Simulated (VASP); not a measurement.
The system is Al2O3 (Corundum).

```xyz
10
Lattice="2.3803 1.3742 4.3319 -2.3803 1.3742 4.3319 0.0000 -2.7485 4.3319" Properties=species:S:1:pos:R:3 pbc="T T T"
Al    0.0000    0.0000   11.0743
Al    0.0000    0.0000    8.4191
Al    0.0000    0.0000    1.9213
Al    0.0000    0.0000    4.5765
O    -1.6503   -0.1099    5.4148
O     0.7300    1.4841    5.4148
O     0.9203   -1.3742    5.4148
O     1.6503    0.1099    7.5808
O    -0.7300   -1.4841    7.5808
O    -0.9203    1.3742    7.5808
```

Base run:

```yaml
Program: VASP 6.6.1
Functional: BLYP
Potentials_or_basis: VASP PAW PBE potentials, release 64 (Al, O)
Cutoff: 520 eV
k_mesh: 7 × 7 × 7
Occupations: fermi-dirac, width 0.05 eV
Spin: no spin polarisation
```

Its results: band gap on the k mesh 6.48 eV, direct.

Task: The run is repeated on the same cell with these changes: functional from BLYP to AM05. What comes out?

Result: Band gap on the k mesh 6.22 eV, direct.
